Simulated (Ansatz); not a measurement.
Computed with DFT PBE, scalar-relativistic, plane waves, PAW in Ansatz 0.2.0.

Plane waves to 420 eV, a k mesh through Γ of 14×14×14 on the computed 2-atom cell and Gaussian smearing (0.02 eV); no spin polarisation.

```yaml
crystal:
  lattice:
    - [0.07577, 1.96667, 3.30170]
    - [1.28298, 0.00000, 3.32949]
    - [1.20721, 1.96667, 0.02779]
  atoms:
    - { symbol: C, position: [0.22544, 0.77456, 0.22544] }
    - { symbol: C, position: [0.77456, 0.22544, 0.77456] }
```

Is this geometry at equilibrium? Which atom feels the largest force?

It isn't. Atom 1 (C) feels (0.00, -8.24, 0.00) eV/Å, 8.245 eV/Å in size, and symmetry-related atoms feel the same size.

Give all forces and the stress.

```csv
atom,Fx,Fy,Fz
C1,0.000,-8.245,0.000
C2,0.000,8.245,0.000
```
Stress (GPa, compression positive):
```
190.90   0.00   4.29
  0.00  98.37   0.00
  4.29   0.00   4.71
```

The cell holds layers, and where no dispersion correction was added their binding is poorly described. The smearing is narrow for a metal on this mesh.

This form isn't the element's structure at ambient conditions.